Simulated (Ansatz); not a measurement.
W:

```
W
1.0
     0.00000    2.03000    2.03000
     2.03000    0.00000    2.03000
     2.03000    2.03000    0.00000
W
1
Direct
  0.00000 0.00000 0.00000
```

This isn't the form of W at room conditions, which is bcc.

Base run:

| Quantity | Value |
| --- | --- |
| Program | Ansatz 0.2.0 |
| Functional | PBEsol |
| Potentials or basis | Ansatz PAW |
| Cutoff | 420 eV (not typed: the program's choice for these potentials) |
| k mesh | 11 × 11 × 11 |
| Occupations | fermi-dirac, width 0.05 eV |
| Spin | no spin polarisation |

Its results: band gap on the k mesh none (metal or under the smearing width); pressure -12.7 GPa.

**Question.** The run is repeated on the same cell with these changes: functional from PBEsol to RPBE. What comes out?

**Answer.** Band gap on the k mesh none (metal or under the smearing width); pressure -1.4 GPa.

RPBE binds less tightly than PBEsol, so the same cell stands under more pressure.

Caveats: spin-orbit coupling is left out, which moves the levels of the heavy elements; the PAW data sets come from PBE, with cores solved anew for the run's functional, which leaves a small shift of forces and pressure.
